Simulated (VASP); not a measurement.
A run of VASP 6.6.1 is set up as follows.

File INCAR:

```
SYSTEM = RbCl
PREC = Accurate
ENCUT = 600
EDIFF = 1E-7
ISMEAR = 0
SIGMA = 0.03
LREAL = .False.
LASPH = .True.
NELM = 80
ALGO = Normal
ISIF = 2
LWAVE = .False.
LCHARG = .False.
IBRION = 2
NSW = 40
EDIFFG = -0.01
```

File KPOINTS:

```
regular mesh
0
Gamma
  8 8 8
  0 0 0
```

File POSCAR:

```
RbCl                                    
1.0
   -0.0000000000      3.1717774042      3.1717774042
    3.1717774042     -0.0000000000      3.1717774042
    3.1717774042      3.1717774042      0.0000000000
  Rb              Cl            
     1     1
Direct
     0.0000000000000000    0.0000000000000000    0.0000000000000000
     0.5000000000000000    0.5000000000000000    0.5000000000000000
```

Potentials or basis: VASP PAW LDA potentials, release 64 (Rb_sv, Cl).

Command:

```console
$ cat potpaw_LDA.64/Rb_sv/POTCAR potpaw_LDA.64/Cl/POTCAR > POTCAR
$ mpirun -np 1 vasp_std > vasp.out
```

(1) Predict the band gap on the k mesh.

## Answers

(1) 4.91 eV, direct.

Caveat: the relaxation stopped at its first step, so nothing moved.
